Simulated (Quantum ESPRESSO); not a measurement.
**Sn under changes of volume**

One of the cells (27.650 Å³/atom); the others are scaled copies at fixed shape and fractional positions:

```
Sn
1.0
    -2.94014    2.94014    1.59930
     2.94014   -2.94014    1.59930
     2.94014    2.94014   -1.59930
Sn
2
Direct
  0.00000 0.00000 0.00000
  0.75000 0.25000 0.50000
```

```yaml
Program: Quantum ESPRESSO 7.5
Functional: r2SCAN
Potentials_or_basis: SG15 PBE 1.2
Cutoff: 952 eV
Density_cutoff: 3810 eV
k_mesh: 4 × 4 × 4
Occupations: fermi-dirac, width 0.05 eV
Spin: no spin polarisation
```

| volume (Å³/atom) | energy over the lowest point (meV/atom) | pressure (GPa) |
| --- | --- | --- |
| 25.991 | 4.23 | 1.9 |
| 26.544 | 0.00 | 0.6 |
| 27.097 | ? | ? |
| 27.650 | 4.03 | -1.6 |
| 28.203 | 11.33 | -2.6 |
| 28.756 | 21.63 | -3.4 |
| 29.309 | 34.55 | -4.0 |

Task: What does the run at 27.097 Å³/atom give?

Result: Energy over the lowest point 0.10 meV/atom; pressure -0.6 GPa.

Worked out: A Birch-Murnaghan fit of order 3 (a polynomial in V^(-2/3)) to the other rows has its minimum at 26.80 Å³/atom with B0 = V·E''(V) = 57 GPa and B' = 5.0 at fixed shape and positions, which overstates the stiffness. It gives 0.10 meV/atom at 27.097 Å³/atom, against the run's 0.10, and -dE/dV = -0.6 GPa, against -0.6.

Energies are extrapolated to zero smearing.

Caveats: all runs use coarse meshes; the potentials were made for another functional, which shifts forces and pressure.
